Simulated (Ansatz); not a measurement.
# Structure types of Mo compared at 200 GPa

Structure types of Mo are relaxed in primitive cells with their symmetry kept at 200 GPa, first on PAW files, then by LAPW. The enthalpy is E + pV at zero temperature, without zero-point motion. Only the types listed were tried, and differences under about 5 meV/atom are mesh noise. Not among the end structures: fcc, which may lie lower.

All numbers are PBE results (scalar-relativistic) from Ansatz 0.2.0, with Fermi–Dirac smearing of 0.05 eV, no spin polarisation. Methods: LAPW: all electrons, basis error target 0.5 meV/atom; PAW: frozen-core files, cutoff 420 eV.

k meshes: bcc 19×19×19, hcp 18×18×10, beta tin 18×18×18, simple hexagonal 18×18×17, sc 17×17×17.

Problem. Order the types by LAPW enthalpy, lowest first.
A. bcc
B. sc
C. beta tin
D. hcp
E. simple hexagonal

Solution. A (0 meV/atom), D (426 meV/atom), E (1342 meV/atom), C (1356 meV/atom), B (2190 meV/atom).

```tsv
start type	ends as	a, b, c (Å)	V (Å³/atom)	H − H(lowest), LAPW (meV/atom)	same, PAW
bcc	bcc, Im-3m	2.795, 2.795, 2.795	10.92	0.0	0.0
hcp	hcp, P6_3/mmc	2.516, 2.516, 3.942	10.81	426.5	423.1
beta tin	beta tin, I4_1/amd	4.392, 4.392, 2.305	11.12	1355.7	1354.7
simple hexagonal	simple hexagonal, P6/mmm	2.408, 2.408, 2.205	11.07	1341.7	1338.9
sc	sc, Pm-3m	2.250, 2.250, 2.250	11.39	2190.0	2189.7
```

Problem. Split the lead of bcc over hcp into energy and pV.

Solution. For hcp less bcc: ΔE = +566.2 meV/atom, and p·ΔV = 200 GPa × -0.1119 Å³ × 6.242 meV/(GPa·Å³) = -139.7 meV/atom, together 426.5 meV/atom. bcc wins by its internal energy, though it is the less dense.
